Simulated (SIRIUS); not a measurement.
# Zr4O in SIRIUS: the effect of functional

Zr4O:

```
Zr O
1.0
     4.15281    0.00000    0.00000
     0.00000    4.15281    0.00000
     0.00000    0.00000    4.15281
Zr O
4 1
Cartesian
  2.0764 2.0764 2.0764
  0.0000 2.0764 2.0764
  2.0764 0.0000 2.0764
  2.0764 2.0764 0.0000
  0.0000 0.0000 0.0000
```

The cell was built by a generator and needn't be a form met in nature.

Alike in all runs:

* Program: SIRIUS 7.10.0
* Task: single point
* Potentials or basis: PseudoDojo 0.4.1 PBE standard (scalar relativistic)
* Cutoff: 1152 eV
* Density cutoff: 4606 eV
* k mesh: 3 × 3 × 3
* Occupations: fermi-dirac, width 0.05 eV
* Spin: no spin polarisation

```csv
functional,pressure (GPa)
LDA,99.0
PBE,110.0
PBEsol,102.7
RPBE,112.9
revPBE,112.1
BLYP,120.7
PW91,110.5
AM05,?
EV93PW91,126.0
RGE2,103.9
WC,104.5
```

Q: What does the run with functional AM05 give?

A: Pressure 101.4 GPa.

Caveats: all runs use coarse meshes; a pressure of tens of GPa on the cell as given is suspect, and the run, the potentials or the cell itself is likely at fault; the potentials were made for another functional, which shifts forces and pressure (some runs); the potentials were made for a functional far from this one (some runs).
